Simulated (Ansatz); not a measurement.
# Pd: how the settings move a single-point run

How sensitive is a single-point run of Pd to its settings? A reference run comes first, then one run with altered input.

Method: reference: DFT, PBE, PAW with Ansatz's default frozen-core files, scalar-relativistic, in Ansatz 0.2.0.

**1. The structure to begin with**

The structure is hexagonal, space group P6_3/mmc (No. 194). The conventional cell has a = 2.784 Å, b = 2.784 Å, c = 4.629 Å, α = 90.00°, β = 90.00°, γ = 120.00°. Pd (site symmetry -6m2) is surrounded by 12 Pd at 2.78 to 2.82 Å.

Structure file:

```
CELL_PARAMETERS angstrom
2.78367 0.00000 0.00000
-1.39183 2.41072 0.00000
0.00000 0.00000 4.62889
ATOMIC_POSITIONS crystal
Pd 0.66667 0.33333 0.75000
Pd 0.33333 0.66667 0.25000
```

**2. Baseline**

input.yaml

```yaml
crystal:
  lattice:
    - [2.7836650458, 0.0, 0.0]
    - [-1.3918325229, 2.4107246453, 0.0]
    - [0.0, 0.0, 4.628893]
  atoms:
    - { symbol: Pd, position: [0.6666666667, 0.3333333333, 0.75], spin: 0.3, spin_axis: [1.0, 0.0, 0.0] }
    - { symbol: Pd, position: [0.3333333333, 0.6666666667, 0.25], spin: 0.3, spin_axis: [1.0, 0.0, 0.0] }
magnetization:
  noncollinear: true
  spin_spiral: { q: [0.0, 0.0, 0.0] }
kpoints:
  mp_grid: { grid: [18, 18, 6] }
scf:
  occupations: { method: fermi_dirac, width: 0.05 }
  lower_state_search: "off"
hamiltonian:
  xc: pbe
  pseudopotentials: { kind: paw }
output:
  eigenvalues: false
```

Launch:

```bash
$ ansatz run input.yaml --threads 2 --pin off --max-ram 5120MiB --backend cpu --events-out ev --progress --plain --runs-dir out
```

Excerpt of the output:

```text
[...]
Basis set: ecut = 420 eV, 591 PW (Γ)
[...]
k-points: 148 of 1944
[...]
SCF iter   1: F=—  HF=-13947.503212 eV  |F-HF|=—  |Δ(HF+E_count)|=         —  Δρ=1.50e-1  dr2=7.22e0  dr2_m=3.94e-3  ethr=3.10e-3  |M|=5.28e-1 ∫|m|=5.33e-1 μB  |m|>n=0.0e0 m-floor=0.0e0 τ_xc=2.9e-16 mc-row=0.0e0  β_m=0.30  ⟨swp⟩=5.6  Hψ=21921  notcnv=0  defer=
preconditioner: auto → Kerker (q_TF=auto, 2.796 Å⁻¹)  [metal: Δε(μ)=0.000 eV  Ē_g=8.606 eV  σ=0.050 eV  W_gap=0.00  n_scr=10 (ndim 8)  ℏωp=29.8 eV  f_vac=0.000  D(μ)=4.97/eV (n_scr^D=84)]
[...]
SCF iter   2: F=—  HF=-13946.245484 eV  |F-HF|=—  |Δ(HF+E_count)|=    1.26e0  Δρ=8.64e-2  dr2=2.41e0  dr2_m=1.62e-3  ethr=3.10e-3  |M|=5.34e-1 ∫|m|=5.46e-1 μB  |m|>n=0.0e0 m-floor=0.0e0 τ_xc=8.6e-10 mc-row=0.0e0  β_m=0.30  ⟨swp⟩=2.0  Hψ=11237  notcnv=0  defer=
[...]
SCF iter  13: F=-13945.658689 eV  HF=-13945.658689 eV  |F-HF|=8.04e-9  |Δ(HF+E_count)|=   1.06e-6  Δρ=7.43e-6  dr2=1.08e-8  dr2_m=2.36e-9  ethr=2.30e-10  |M|=6.78e-1 ∫|m|=7.23e-1 μB  |m|>n=0.0e0 m-floor=0.0e0 τ_xc=3.9e-10 mc-row=0.0e0  β_m=0.89  ⟨swp⟩=3.0  Hψ=
SCF iter  14: F=-13945.658689 eV  HF=-13945.658689 eV  |F-HF|=6.91e-10  |Δ(HF+E_count)|=   9.93e-9  Δρ=2.68e-6  dr2=2.06e-9  dr2_m=4.49e-10  ethr=3.01e-11  |M|=6.78e-1 ∫|m|=7.24e-1 μB  |m|>n=0.0e0 m-floor=0.0e0 τ_xc=9.0e-11 mc-row=0.0e0  ⟨swp⟩=1.0  Hψ=16486  n
[...]
SCF converged after 14 iterations
Magnetization: |M| = 0.6783 μB,  M = (+0.6783, +0.0000, +0.0000) μB
[...]
Free energy (F): -13945.658689 eV
[...]
E sigma→0 (E₀):  -13945.642013 eV
[...]
Fermi energy:    18.518144 eV
[...]
```

Wall time 70 s (2 threads of Arm Neoverse N1, shared host); peak memory 0.55 GiB.

**3. Changed: starting moments, lock_directions true**

input.yaml

```yaml
crystal:
  lattice:
    - [2.7836650458, 0.0, 0.0]
    - [-1.3918325229, 2.4107246453, 0.0]
    - [0.0, 0.0, 4.628893]
  atoms:
    - { symbol: Pd, position: [0.6666666667, 0.3333333333, 0.75], spin: 0.3, spin_axis: [0.25881905, 0.0, 0.96592583] }
    - { symbol: Pd, position: [0.3333333333, 0.6666666667, 0.25], spin: 0.3, spin_axis: [0.25881905, 0.0, 0.96592583] }
magnetization:
  noncollinear: true
  spin_spiral: { q: [0.0, 0.0, 0.0] }
  spin_locking: { lock_directions: true }
kpoints:
  mp_grid: { grid: [18, 18, 6] }
scf:
  occupations: { method: fermi_dirac, width: 0.05 }
  lower_state_search: "off"
hamiltonian:
  xc: pbe
  pseudopotentials: { kind: paw }
output:
  eigenvalues: false
```

Launch:

```bash
$ ansatz run input.yaml --threads 2 --pin off --max-ram 5120MiB --backend cpu --events-out ev --progress --plain --runs-dir out
```

The program printed, cut to the lines that bear on the results:

```text
Warning: magnetization.spin_spiral: disabling space-group detection — beside a Hubbard shell, its report or a lock it is not worked out which of the operations that keep the spiral keep those too, and one that does not would average them into another order's, and files of the run's [...]
settings of this run that can trade accuracy for cost: output.eigenvalues: false. Do not mix this run's numbers with those of runs without the same settings; the input reference describes each key
[...]
Pseudopotentials: kind: paw
Pseudopotential: Pd, paw, valence charge 18, recommended cutoff 420 eV (normal)
Functional definition: PBE
[...]
Crystal: 2 atoms, lattice volume = 31.063 Å³
Basis set: ecut = 420 eV, 591 PW (Γ)
Bands: 44, of which v1, the nominal top of the filled ones, is band 36 counted from 1 (35 counted from 0)
Symmetry: 1 space group operations
k-points: 1944
Spin spiral: q = (0, 0, 0) of the reciprocal vectors; moments are told in the frame that turns with it, a site's in that at the site
[...]
Starting moments: Σ|m| = 0.6 μB on 2 of 2 sites
[...]
SCF iter   1: F=-13942.086910 eV  HF=-13947.503169 eV  |F-HF|=5.42e0  |Δ(HF+E_count)|=         —  Δρ=1.50e-1  dr2=7.22e0  dr2_m=3.94e-3  ethr=3.10e-3  |M|=5.28e-1 ∫|m|=5.33e-1 μB  |m|>n=0.0e0 m-floor=0.0e0 τ_xc=8.6e-10 mc-row=0.0e0  β_m=0.30  ⟨swp⟩=5.4  Hψ=286576  notcnv=0  defer=1419
[...]
spin=Noncollinear: Kerker preconditioning applied to the charge; magnetization (m_x, m_y, m_z) channels mix plain (no charge-response kernel on spin).
[...]
SCF iter  14: F=-13945.658689 eV  HF=-13945.658689 eV  |F-HF|=8.73e-11  |Δ(HF+E_count)|=   1.57e-9  Δρ=1.64e-6  dr2=1.47e-11  dr2_m=3.04e-10  ethr=1.29e-12  |M|=6.78e-1 ∫|m|=7.24e-1 μB  |m|>n=0.0e0 m-floor=0.0e0 τ_xc=7.8e-8 mc-row=0.0e0  ⟨swp⟩=1.0  Hψ=213665  notcnv=0
[...]
SCF converged after 14 iterations
Stability not checked: this state was not tested for a lower state beside it, because a magnetisation constraint still acts at the end of the SCF (magnetization_constraint; see scf.lower_state_search)
Magnetization: |M| = 0.6782 μB,  M = (+0.1755, -0.0000, +0.6551) μB
Absolute magnetization: 0.7235 μB (∫|m|, with the PAW one-centre terms)
  site 0: m = (+0.0903, -0.0000, +0.3372) μB, |m| = 0.3491 μB  (R = 1.15 Å)
  site 1: m = (+0.0903, +0.0000, +0.3372) μB, |m| = 0.3491 μB  (R = 1.15 Å)
--- Magnetisation constraints (ε_frz = 1.0e-4 eV) ---
  site  kind           target                            achieved (μB)             |Δ|max (μB)  g (eV/μB)                    λ_eff  esc  ok   flags
  0     per_site_axis  ê (+0.259, +0.000, +0.966) ≥0.00  (+0.090, -0.000, +0.337)  9.98e-6      (-2.0e-5, -1.5e-5, +5.4e-6)  1.000  0    yes
  1     per_site_axis  ê (+0.259, +0.000, +0.966) ≥0.00  (+0.090, +0.000, +0.337)  2.65e-6      (+5.3e-6, +2.6e-6, -1.4e-6)  1.000  0    yes
Free energy (F): -13945.658689 eV
[...]
E sigma→0 (E₀):  -13945.642012 eV
Entropy (-TS):   -0.033355 eV (-16.678 meV/atom)
Fermi energy:    18.518116 eV
[...]
settings of this run that can trade accuracy for cost: output.eigenvalues: false. Do not mix this run's numbers with those of runs without the same settings; the input reference describes each key
```

Wall time 15 min (2 threads of Arm Neoverse N1, shared host); peak memory 3.6 GiB.

The changed input (constraint on the moments) leaves the energy the same to the digits printed. Cost: 15 min against 70 s.

**4. Comparison**

| run | ending | energy change | abs. moment (μB) | cycles | time |
| --- | --- | --- | --- | --- | --- |
| reference | converged | 0 | 0.72 | 14 | 70 s |
| 1: starting moments, lock_directions true | converged | 0.0 meV/atom | 0.72 | 14 | 15 min |

Residual by cycle in the longest SCF loop of each run; runs are numbered as in the table. The quantity is the density residual dr2, in eV.

```csv
cycle,reference,run 1
1,7.22,7.22
2,2.41,2.41
3,0.107,0.074
5,0.00132,2.0e-4
6,6.2e-5,3.3e-5
7,3.1e-5,7.5e-4
8,2.2e-6,4.6e-5
9,1.5e-6,7.3e-7
10,3.0e-7,3.6e-8
12,8.3e-8,7.1e-9
13,1.1e-8,4.6e-10
14,2.1e-9,1.5e-11
```

The changed input (constraint on the moments) leaves the energy the same to the digits printed. Cost: 15 min against 70 s.
